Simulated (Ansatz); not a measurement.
**What a change of settings does: CoSi2 (MoSi2 type)**

First run: DFT, PBE, norm-conserving pseudopotentials, Ansatz's default files, scalar-relativistic (Ansatz 0.2.0).

Command: `ansatz run input.yaml --threads 1 --pin off --max-ram 3072MiB --backend cpu --events-out ev --progress --plain --runs-dir out` It took 16 s on 1 thread of Intel(R) Xeon(R) Platinum 8488C (Sapphire Rapids), on a shared host, peak memory 0.67 GiB.

```yaml
crystal:
  lattice:
    - [-1.4062657121, 1.4062657121, 3.2861767041]
    - [1.4062657121, -1.4062657121, 3.2861767041]
    - [1.4062657121, 1.4062657121, -3.2861767041]
  atoms:
    - { symbol: Co, position: [0.0, 0.0, 0.0] }
    - { symbol: Si, position: [0.3354040956, 0.3354040956, 0.0] }
    - { symbol: Si, position: [-0.3354040956, -0.3354040956, 0.0] }
kpoints:
  mp_grid: { grid: [14, 14, 14] }
scf:
  occupations: { method: fermi_dirac, width: 0.05 }
hamiltonian:
  xc: pbe
  pseudopotentials: { kind: nc }
output:
  forces: true
  stress: true
  eigenvalues: true
```

The cell comes from a relaxation on PAW files under the same functional, begun from a prototype that needn't be the stable phase.

This run: volume at 0.72 of the series' base cell.

It converges in 8 SCF iterations at a pressure of 115.4 GPa, largest force 0.008 eV/Å, cutoff 1306 eV.

The input is then changed:

```diff
 scf:
-  occupations: { method: fermi_dirac, width: 0.05 }
+  occupations: { method: tetrahedron_uncorrected }
 hamiltonian:
   eigenvalues: true
+basis:
+  xc_grid: 2
```

Q: Predict the outcome of the changed run.

A: It converges in 8 SCF iterations, largest force 0.044 eV/Å, cutoff 1306 eV, free energy +12.1 meV/atom against the first run's. More than one line changes, and not each need have an effect. Results part of its log:
```
SCF 1 converged in 8 iterations: F = -4392.151024 eV  dr2 = 1.34e-9
SCF converged after 8 iterations
Free energy (F): -4392.151024 eV
Harris-Foulkes:  -4392.151024 eV  (|F-HF|=5.82e-10)
Internal energy: -4392.150985 eV  (E = F + TS)
E sigma→0 (E₀):  -4392.151024 eV
Entropy (-TS):   -0.000039 eV (-0.013 meV/atom)
Fermi energy:    22.043993 eV
--- Per-component energies (eV) ---
  E_band       = -106.549113
  E_kinetic    = 1967.417448
  E_local      = -3747.117945  (includes V_loc(G=0)·N_el)
  E_nonlocal   = -466.856268
  E_hartree    = 1410.540022
  E_xc         = -862.942202
  E_vxc        = -681.071912  (∫ρ·V_xc dr)
  E_ewald      = -2693.192040
  E_smearing   = -0.000039  (= −TS)
  E_closure    = -0.000000  (closes the sum)
  Σ components = -4392.151024   (vs F -4392.151024, Δ=0.00e0)
--- Forces (eV/Å), atoms counted from 1 ---
  atom   1  Co     0.00000000     0.00000000     0.00000000
  atom   2  Si     0.00000000     0.00000000    -0.04358335
  atom   3  Si     0.00000000     0.00000000     0.04358335
  max |Σ_I F_I| component: 2.08e-17 eV/Å
--- Stress (GPa, compression-positive) ---
      115.314520       0.000000      -0.000000
        0.000000     115.314520      -0.000000
        0.000000       0.000000     115.595195
  P = ⅓ Tr σ = 115.4081 GPa (1154.081 kbar)
--- Band table (eV; the first three rows and the last of 244) ---
  k-point 0: bands = ["-74.1694", "-37.6828", "-37.4472", "-37.4472", "3.8067", "13.5028", "17.1004", "17.2909", "17.2909", "17.7357", "19.1209", "22.4099", "23.7773", "24.9034", "24.9034", "24.9353", "24.9353"]
  k-point 1: bands = ["-74.1690", "-37.6824", "-37.4499", "-37.4497", "3.9976", "13.6359", "16.9005", "16.9545", "17.0816", "18.0864", "18.8824", "22.2176", "23.0709", "24.2102", "24.6078", "24.9090", "26.3653"]
  k-point 2: bands = ["-74.1678", "-37.6810", "-37.4574", "-37.4567", "4.5645", "13.9893", "15.9722", "16.5511", "17.0437", "18.2027", "18.4248", "21.9339", "22.5049", "23.3835", "23.8750", "24.8993", "28.8563"]
  k-point 243: bands = ["-74.1692", "-37.6871", "-37.4475", "-37.4475", "6.3572", "8.1271", "16.3935", "17.3000", "18.6477", "18.6477", "19.2185", "20.2251", "20.2251", "25.3706", "27.1154", "31.3392", "31.7300"]
```
